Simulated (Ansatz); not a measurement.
NiO: computed DOS

```cif
data_structure
_symmetry_space_group_name_H-M 'P 1'
_symmetry_Int_Tables_number 1
_cell_length_a 2.9576
_cell_length_b 2.9576
_cell_length_c 2.9576
_cell_angle_alpha 60.000
_cell_angle_beta 60.000
_cell_angle_gamma 60.000
_cell_volume 18.29
loop_
_atom_site_label
_atom_site_type_symbol
_atom_site_fract_x
_atom_site_fract_y
_atom_site_fract_z
_atom_site_occupancy
Ni1 Ni 0.00000 0.00000 0.00000 1
O1 O 0.50000 0.50000 0.50000 1
```

The runs use the primitive cell with vectors (0.000, 2.091, 2.091), (2.091, 0.000, 2.091), (2.091, 2.091, 0.000) Å, to which the k mesh refers.

Conventional cell: a = 4.183 Å, b = 4.183 Å, c = 4.183 Å, α = 90.00°, β = 90.00°, γ = 90.00°. Ni (atom 1) has 6 O at 2.09 Å as nearest neighbours. O (atom 2) is surrounded by 6 Ni at 2.09 Å.

The cell is COD entry 4320487, as deposited and not checked against the literature; nothing was relaxed.

Semilocal functionals without U often leave such compounds metallic or with too small a gap, and the real magnetic order may differ.

Other magnetic orders may lie lower; this is the state that the run reached.

Level of theory: DFT, PBE, all-electron LAPW, scalar-relativistic (Ansatz 0.2.0).

Settings: a Γ-centred 17×17×17 k mesh, Fermi–Dirac smearing of 0.03 eV, basis error target 1 meV/atom, spin-polarised from start moments Ni1 1.5 μB, ending with a cell moment of 1.79 μB.

Q: Which of the resolved shells contributes most within 0.3 eV of the Fermi level?

A: Ni 3d, with 69 % of all states there; O 2p follows with 29 %.

Q: Where is the centre of the filled Ni 3d states between -14 eV and the top of the filled states?

A: -2.21 eV from the Fermi level.

Q: Tabulate the density of states.

A: States per eV and cell, averaged over 0.6 eV, from -8.2 to 6.6 eV, with energies (bin centres) from the Fermi level; empty bins are left out. The partial columns, the largest 3 alone, are projections on Löwdin-orthogonalised atomic shells (those that the program's projection atoms carry: the occupied ones and, for some elements, an empty d or f shell; other empty shells have no column), summed over atoms of an element and both spins. Weights on diffuse s and p shells depend on that basis and aren't pure angular character.
```
E (eV)  spin-up  spin-down  Ni 3d  O 2p  Ni 4s
  -8.0     0.14       0.02   0.02  0.10   0.03
  -7.4     0.61       0.23   0.13  0.55   0.13
  -6.8     0.72       0.78   0.20  1.09   0.17
  -6.2     0.74       0.45   0.28  0.83   0.05
  -5.6     1.62       0.48   0.73  1.30   0.02
  -5.0     0.74       1.04   0.52  1.20   0.02
  -4.4     0.35       1.40   0.48  1.24   0.01
  -3.8     0.07       0.48   0.14  0.40   0.00
  -3.2     0.20       0.11   0.21  0.11   0.00
  -2.6     1.81       0.10   1.77  0.09   0.01
  -2.0     2.04       0.47   2.27  0.20   0.01
  -1.4     2.76       1.31   3.42  0.57   0.04
  -0.8     0.80       3.14   3.34  0.55   0.02
  -0.2     0.68       0.24   0.57  0.34   0.00
   0.4     0.04       1.05   0.92  0.11   0.02
   1.0     0.00       0.92   0.71  0.16   0.02
   1.6     0.00       0.76   0.54  0.20   0.01
   2.2     0.01       0.36   0.24  0.12   0.01
   2.8     0.02       0.02   0.00  0.01   0.02
   3.4     0.04       0.03   0.00  0.01   0.03
   4.0     0.05       0.04   0.00  0.02   0.05
   4.6     0.08       0.06   0.00  0.03   0.07
   5.2     0.12       0.08   0.00  0.04   0.11
   5.8     0.20       0.16   0.01  0.06   0.16
   6.4     0.31       0.21   0.01  0.07   0.28
```
